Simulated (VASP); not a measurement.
Here is a VASP 6.6.1 calculation.

File INCAR:

```
SYSTEM = Si
PREC = Accurate
ENCUT = 520
EDIFF = 1E-7
ISMEAR = 0
SIGMA = 0.1
LREAL = .FALSE.
LASPH = .TRUE.
NELM = 80
ALGO = Fast
ISIF = 2
LWAVE = .FALSE.
LCHARG = .TRUE.
GGA = PS
LELF = .TRUE.
LVHAR = .TRUE.
NBANDS = 16
```

KPOINTS

```
regular mesh
0
G
  6 6 6
  0 0 0
```

File POSCAR:

```
Si
1.0
   -3.3254442900      3.3254442900      1.9223856600
    3.3254442900     -3.3254442900      1.9223856600
    3.3254442900      3.3254442900     -1.9223856600
Si
4
Direct
    0.1788010600      0.1788010600      0.3576021200
    0.8211989400      0.8211989400      0.6423978800
    0.1788010600      0.8211989400      0.0000000000
    0.8211989400      0.1788010600      0.0000000000
```

Potentials or basis: VASP PAW PBE potentials, release 64 (Si).

Launch:

```bash
$ cat potpaw_PBE.64/Si/POTCAR > POTCAR
$ mpirun -np 1 vasp_std > vasp.out
```

Estimate the band gap on the k mesh.

0.16 eV, indirect (least direct gap 0.28 eV).

Predict the pressure.

-0.2 GPa.

Predict the largest force.

0.011 eV/Å.

Forces on the atoms (eV/Å):
```
Si  -0.007 -0.007  0.000
Si   0.007  0.007  0.000
Si   0.007 -0.007  0.000
Si  -0.007  0.007  0.000
```

Caveat: the PAW data sets were made with another functional, which shifts forces and pressure a little. A k mesh can miss the band edges.
